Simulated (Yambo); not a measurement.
Input of a Yambo 5.3.0 run:

g0w02.in

```
gw0
dyson
el_el_corr
rim_cut
HF_and_locXC
ppa
em1d
RandQpts= 1000000
RandGvec= 50 RL
EXXRLvcs= 104 Ry
VXCRLvcs= 104 Ry
Chimod= "HARTREE"
% BndsRnXp
 1 | 123 |
%
NGsBlkXp= 15 Ry
% LongDrXp
 1 | 1 | 1 |
%
PPAPntXp= 27.21138 eV
% GbndRnge
 1 | 123 |
%
GTermKind= "BG"
DysSolver= "n"
ExtendOut
% QPkrange
 1 | 1 | 13 | 14 |
 8 | 8 | 13 | 14 |
%
```

File scf.in:

```
&CONTROL
  calculation = 'scf'
  prefix = 'pwscf'
  outdir = './tmp'
  pseudo_dir = './pseudo'
/
&SYSTEM
  ibrav = 0
  nat = 2
  ntyp = 2
  ecutwfc = 104
  nbnd = 20
  occupations = 'smearing'
  smearing = 'fd'
  degauss = 0.00367493
  force_symmorphic = .true.
/
&ELECTRONS
  conv_thr = 4d-10
  electron_maxstep = 120
  mixing_beta = 0.5
/
ATOMIC_SPECIES
B     10.8100 B.upf
As    74.9216 As.upf
CELL_PARAMETERS angstrom
   0.0000000000    2.3889000000    2.3889000000
   2.3889000000    0.0000000000    2.3889000000
   2.3889000000    2.3889000000    0.0000000000
ATOMIC_POSITIONS crystal
B      0.0000000000    0.0000000000    0.0000000000
As     0.2500000000    0.2500000000    0.2500000000
K_POINTS automatic
10 10 10 0 0 0
```

The input nscf.in:

```
&CONTROL
  calculation = 'nscf'
  prefix = 'pwscf'
  outdir = './tmp'
  pseudo_dir = './pseudo'
/
&SYSTEM
  ibrav = 0
  nat = 2
  ntyp = 2
  ecutwfc = 104
  nbnd = 123
  occupations = 'fixed'
  force_symmorphic = .true.
/
&ELECTRONS
  conv_thr = 1d-08
  diago_full_acc = .true.
  diago_thr_init = 1d-06
/
ATOMIC_SPECIES
B     10.8100 B.upf
As    74.9216 As.upf
CELL_PARAMETERS angstrom
   0.0000000000    2.3889000000    2.3889000000
   2.3889000000    0.0000000000    2.3889000000
   2.3889000000    2.3889000000    0.0000000000
ATOMIC_POSITIONS crystal
B      0.0000000000    0.0000000000    0.0000000000
As     0.2500000000    0.2500000000    0.2500000000
K_POINTS automatic
5 5 5 0 0 0
```

Potentials or basis: PseudoDojo 0.4 SR PBE stringent.

Run with:

```console
$ OMP_NUM_THREADS=1 pw.x -in scf.in > scf.out
$ OMP_NUM_THREADS=1 pw.x -in nscf.in > nscf.out
$ cd tmp/pwscf.save; p2y; mv SAVE ../..; cd ../..
$ OMP_NUM_THREADS=1 yambo
$ mkdir -p g0w02; ln -s $PWD/g0w00/ndb.RIM g0w02/
$ OMP_NUM_THREADS=1 yambo -F g0w02.in -J g0w02 -C g0w02_out
```

Q: Estimate the quasiparticle gap.

A: 1.74 eV.

Q: Estimate the least direct quasiparticle gap.

A: 4.11 eV.

Q: Predict the band gap of the same states before the correction.

A: 1.19 eV.

Q: Estimate the band gap on the k mesh, mean-field level.

A: 1.19 eV, indirect (least direct gap 3.29 eV).

Quasiparticle terms (eV):
```
              k point  band  Kohn-Sham level     Vxc      Σx     Σc     Z  result
(0.000, 0.000, 0.000)    13             0.00  -14.18  -15.53   0.60  0.80   -0.60
(0.000, 0.000, 0.000)    14             3.29  -13.01   -8.41  -4.33  0.81    3.51
(0.000, 0.400, 0.400)    13            -3.85  -13.10  -16.11   1.97  0.80   -4.67
(0.000, 0.400, 0.400)    14             1.19  -11.41   -7.42  -4.05  0.82    1.15
```

Caveat: the k mesh is coarse (spacing up to 0.46 Å⁻¹), so the values aren't converged; this version prints the column dSc/dw multiplied by 27.2; the terminator is approximate in this version, by hundredths of an eV; an odd mesh through Γ misses points on the zone boundary, where band edges often lie.
